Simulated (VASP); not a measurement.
# CdTe (F-43m) in VASP: notebook, part 2 of 2

VASP 6.6.1. Earlier steps stand in the parts before.

### 5 Single point, PBE

This run uses another cell than the first one, of 36.21 Å³/atom.

File INCAR:

```
PREC     = Accurate       # precision mode
ENCUT    = 500            # plane-wave cutoff, eV
EDIFF    = 1E-6           # SCF threshold, eV
ISMEAR   = 0              # smearing method
SIGMA    = 0.01           # smearing width, eV
LREAL    = F              # projectors in reciprocal space
LASPH    = T              # aspherical terms in the spheres
NELM     = 120            # most SCF steps
ALGO     = Normal         # electronic algorithm
ISIF     = 2              # what is computed and relaxed
LWAVE    = F              # write WAVECAR
LCHARG   = T              # write CHGCAR
GGA      = PE             # functional
LELF     = T              # ELF
LVHAR    = T            
NBANDS   = 16             # bands
GGA_COMPAT= F
```

File KPOINTS:

```
Automatic mesh
0
Gamma
  6 6 6
```

File POSCAR:

```
CdTe
1.0
    0.0000000000      3.3084577700      3.3084577700
    3.3084577700      0.0000000000      3.3084577700
    3.3084577700      3.3084577700      0.0000000000
Cd Te
1 1
Direct
    0.0000000000      0.0000000000      0.0000000000
    0.2500000000      0.2500000000      0.2500000000
```

Potentials or basis: VASP PAW PBE potentials, release 64 (Cd, Te).

Run with:

```bash
$ cat potpaw_PBE.64/Cd/POTCAR potpaw_PBE.64/Te/POTCAR > POTCAR
$ mpirun -np 1 vasp_std > vasp.out
```

OUTCAR:

```text
PREC = Accurate
   ENCUT = 500
   EDIFF = 1E-6
   ISMEAR = 0
   LREAL = F
   LASPH = T
   NELM = 120
   ISIF = 2
   GGA = PE

 ion  position               nearest neighbor table
   1  0.000  0.000  0.000-   2 2.87   2 2.87   2 2.87   2 2.87
   2  0.250  0.250  0.250-   1 2.87   1 2.87   1 2.87   1 2.87

  LATTYP: Found a face centered cubic cell.
 ALAT       =     6.6169155400

  Lattice vectors:

 A1 = (   0.0000000000,   3.3084577700,   3.3084577700)
 A2 = (   3.3084577700,   0.0000000000,   3.3084577700)
 A3 = (   3.3084577700,   3.3084577700,   0.0000000000)

Analysis of symmetry for initial positions (statically):
=====================================================================
 Subroutine PRICEL returns:
 Original cell was already a primitive cell.

 Routine SETGRP: Setting up the symmetry group for a
 face centered cubic supercell.

 Subroutine GETGRP returns: Found 24 space group operations
 (whereof 24 operations were pure point group operations)
 out of a pool of 48 trial point group operations.

The static configuration has the point symmetry T_d .

Analysis of symmetry for dynamics (positions and initial velocities):
=====================================================================
 Subroutine PRICEL returns:
 Original cell was already a primitive cell.

 Routine SETGRP: Setting up the symmetry group for a
 face centered cubic supercell.

 Subroutine GETGRP returns: Found 24 space group operations
 (whereof 24 operations were pure point group operations)
 out of a pool of 48 trial point group operations.

The dynamic configuration has the point symmetry T_d .

 Subroutine INISYM returns: Found 24 space group operations
 (whereof 24 operations are pure point group operations),
 and found     1 'primitive' translations

----------------------------------------------------------------------------------------

                                     Primitive cell

  volume of cell :      72.4280

  direct lattice vectors                    reciprocal lattice vectors
     0.000000000  3.308457770  3.308457770    -0.151127817  0.151127817  0.151127817
     3.308457770  0.000000000  3.308457770     0.151127817 -0.151127817  0.151127817
     3.308457770  3.308457770  0.000000000     0.151127817  0.151127817 -0.151127817

  length of vectors
     4.678865849  4.678865849  4.678865849     0.261761057  0.261761057  0.261761057

  position of ions in fractional coordinates (direct lattice)
     0.000000000  0.000000000  0.000000000
     0.250000000  0.250000000  0.250000000

  ion indices of the primitive-cell ions
   primitive index   ion index
                 1           1
                 2           2

----------------------------------------------------------------------------------------

 KPOINTS: Automatic mesh

Automatic generation of k-mesh.
 Grid dimensions read from file:
 generate k-points for:    6    6    6

 Generating k-lattice:

  Cartesian coordinates                     Fractional coordinates (reciprocal lattice)
    -0.025187969  0.025187969  0.025187969     0.166666667  0.000000000  0.000000000
     0.025187969 -0.025187969  0.025187969     0.000000000  0.166666667  0.000000000
     0.025187969  0.025187969 -0.025187969     0.000000000  0.000000000  0.166666667

  Length of vectors
     0.043626843  0.043626843  0.043626843

  Shift w.r.t. Gamma in fractional coordinates (k-lattice)
     0.000000000  0.000000000  0.000000000

 Subroutine IBZKPT returns following result:
 ===========================================

 Found     16 irreducible k-points:

 Following reciprocal coordinates:
            Coordinates               Weight
  0.000000  0.000000  0.000000      1.000000
  0.166667  0.000000  0.000000      8.000000
  0.333333  0.000000  0.000000      8.000000
  0.500000  0.000000  0.000000      4.000000
  0.166667  0.166667  0.000000      6.000000
  0.333333  0.166667  0.000000     24.000000
[... 8 lines left out ...]
 -0.333333  0.333333  0.166667     24.000000
 -0.333333  0.500000  0.166667     12.000000
   k-points           NKPTS =     16   k-points in BZ     NKDIM =     16   number of bands    NBANDS=     16
   number of dos      NEDOS =    301   number of ions     NIONS =      2
   total plane-waves  NPLWV =  46656
   dimension x,y,z NGX =    36 NGY =   36 NGZ =   36
   dimension x,y,z NGXF=    72 NGYF=   72 NGZF=   72
   ions per type =               1   1
   NGX,Y,Z   is equivalent  to a cutoff of  12.79, 12.79, 12.79 a.u.
   NGXF,Y,Z  is equivalent  to a cutoff of  25.58, 25.58, 25.58 a.u.
 SYSTEM =  unknown system
   PREC   = accura    normal or accurate (medium, high low for compatibility)
   ISTART =      0    job   : 0-new  1-cont  2-samecut
   ICHARG =      2    charge: 1-file 2-atom 10-const
   ISPIN  =      1    spin polarized calculation?
   LNONCOLLINEAR =      F non collinear calculations
   LSORBIT =      F    spin-orbit coupling
   LASPH  =      T    aspherical Exc in radial PAW
   ENCUT  =  500.0 eV  36.75 Ry    6.06 a.u.   8.53  8.53  8.53*2*pi/ulx,y,z
   NELM   =    120;   NELMIN=  2; NELMDL= -5     # of ELM steps
   EDIFF  = 0.1E-05   stopping-criterion for ELM
   LREAL  =      F    real-space projection
   EDIFFG = 0.1E-04   stopping-criterion for IOM
   NSW    =      0    number of steps for IOM
   IBRION =     -1    ionic relax: 0-MD 1-quasi-New 2-CG
   NFREE  =      0    steps in history (QN), initial steepest desc. (CG)
   ISIF   =      2    stress and relaxation
   ISYM   =      2    0-nonsym 1-usesym 2-fastsym
   POTIM  = 0.5000    time-step for ionic-motion
   TEBEG  =    0.0;   TEEND  =   0.0 temperature during run
   PSTRESS=    0.0 pullay stress
   NELECT =      18.0000    total number of electrons
   NUPDOWN=      -1.0000    fix difference up-down
   EMIN   =  10.00;   EMAX   =-10.00  energy-range for DOS
   EFERMI =   0.00;   METHOD = LEGACY
   ISMEAR =     0;   SIGMA  =   0.01  broadening in eV -4-tet -1-fermi 0-gaus
   EFERMI_NEDOS =   21; number of points for ismear=-14 and -15
   IALGO  =     38    algorithm
   IMIX   =      4    mixing-type and parameters
     AMIX     =   0.40;   BMIX     =  1.00
     AMIX_MAG =   1.60;   BMIX_MAG =  1.00
  volume/ion in A,a.u.               =      36.21       244.38
  Fermi-wavevector in a.u.,A,eV,Ry     =   1.029272  1.945042 14.414018  1.059400
  Thomas-Fermi vector in A             =   2.163311
   LORBIT       =      0    0 simple, 1 ext, 2 COOP (PROOUT), +10 PAW based schemes
   GGA     = PE    functional components
   LHFCALC =     F    Hartree Fock is set to
   AEXX    =    0.0000 exact exchange contribution
   IVDW    =     0    specifies the selected vdW correction
   LEPSILON=     F    determine dielectric tensor
   LRPA    =     F    only Hartree local field effects (RPA)
 non-spin polarized calculation
 Gauss-broadening in eV      SIGMA  =   0.01
  energy-cutoff  :      500.00
  volume of cell :       72.43
 maximum number of plane-waves:      1868
 NGX is ok and might be reduce to    36
   NGX = 17   NGY = 17   NGZ = 17

 number of electron      18.0000006 magnetization

 Free energy of the ion-electron system (eV)
  ---------------------------------------------------
  ext. energy  EPLUGINS =         0.00000000
  ---------------------------------------------------
  free energy    TOTEN  =        -4.80700024 eV

  energy without entropy =       -4.80700024  energy(sigma->0) =       -4.80700024

 E-fermi :   1.9041     XC(G=0):  -8.3101

 val. band max:        1.8051757234   @ k =   0.0000   0.0000   0.0000
 cond. band min:       2.3878800198   @ k =   0.0000   0.0000   0.0000
 fundamental gap:      0.5827042963
 Fermi energy:         1.9040849787

 k-point     1 :       0.0000    0.0000    0.0000
  band No.  band energies     occupation
      1      -9.0310      2.00000
      2      -6.2901      2.00000
      3      -6.2901      2.00000
      4      -6.2901      2.00000
      5      -6.0732      2.00000
      6      -6.0732      2.00000
[... 8 lines left out ...]
     15      11.0512      0.00000
     16      11.0512      0.00000
[... 267 lines left out ...]
 k-point    16 :      -0.3333    0.5000    0.1667
  band No.  band energies     occupation
      1      -8.5882      2.00000
      2      -6.1816      2.00000
      3      -6.1785      2.00000
      4      -6.1113      2.00000
      5      -6.0618      2.00000
      6      -5.6005      2.00000
[... 8 lines left out ...]
     15      12.6162      0.00000
     16      12.9562      0.00000

------------------------ aborting loop because EDIFF is reached ----------------------------------------

  FORCE on cell =-STRESS in cart. coord.  units (eV):
  Direction    XX          YY          ZZ          XY          YZ          ZX
  --------------------------------------------------------------------------------------
  -------------------------------------------------------------------------------------
  Total        0.0663338      0.0663338      0.0663338      0.0000000     -0.0000000      0.0000000
  in kB        1.4673670      1.4673670      1.4673670      0.0000000     -0.0000000      0.0000000
  external PRESSURE =       1.4673670 kB  Pullay stress =       0.0000000 kB

 VOLUME and BASIS-vectors are now :
 -----------------------------------------------------------------------------
  energy-cutoff  :      500.00
  volume of cell :       72.43
      direct lattice vectors                 reciprocal lattice vectors
     0.000000000  3.308457770  3.308457770    -0.151127817  0.151127817  0.151127817
     3.308457770  0.000000000  3.308457770     0.151127817 -0.151127817  0.151127817
     3.308457770  3.308457770  0.000000000     0.151127817  0.151127817 -0.151127817

 POSITION                                       TOTAL-FORCE (eV/Angst)
 -----------------------------------------------------------------------------------
      0.00000      0.00000      0.00000        -0.000000     -0.000000     -0.000000
      1.65423      1.65423      1.65423         0.000000      0.000000      0.000000
 -----------------------------------------------------------------------------------
    total drift:                                0.000000      0.000000     -0.000000

  FREE ENERGIE OF THE ION-ELECTRON SYSTEM (eV)
  ---------------------------------------------------
  free  energy   TOTEN  =        -4.8070002411 eV

  energy  without entropy=       -4.8070002411  energy(sigma->0) =       -4.80700024
```

Run time: 31 s. Hardware: 1 thread of Intel Xeon 8259CL, shared host; peak memory 0.21 GiB.

What came out:

| Quantity | Value |
| --- | --- |
| Free energy | -4.8070 eV |
| Pressure | 0.1 GPa |
| Band gap on the k mesh | 0.58 eV |

Caveat: spin-orbit coupling is left out, which moves the levels of the heavy elements.

### 6 Summary

```tsv
cell	gap on the mesh (eV)	pressure (GPa)
a = 4.570 Å, angles 60.0°, 2 atoms	0.80	3.1
a = 4.607 Å, angles 60.0°, 2 atoms	0.72	2.0
a = 4.643 Å, angles 60.0°, 2 atoms	0.65	1.0
a = 4.679 Å, angles 60.0°, 2 atoms	0.58	0.1
```

Alike in all rows: task single point; level PBE; potentials or basis VASP PAW PBE potentials, release 64 (Cd, Te); no spin polarisation; k mesh 6 × 6 × 6; cutoff (eV) 500; smearing gaussian 0.01 eV.

Caveats: spin-orbit coupling is left out, which moves the levels of the heavy elements; the cell stands under pressure (at least some runs).

Total energies depend on the potentials used, so only differences within one code and one set of settings carry meaning.

### 7 Comparison with measurements

Step 5. Against the measured gap of CdTe, 1.607 eV (0 K; a printed reference work, data compilation), the calculated 0.58 eV is off by -1.02 eV. So large a miss can be the level of theory's own, or it may mean another phase, state or a wrong row. Spin-orbit coupling on Cd, Te is left out. The value is that of PBE, without temperature or zero-point motion. Semilocal functionals fall short of measured gaps as a rule.
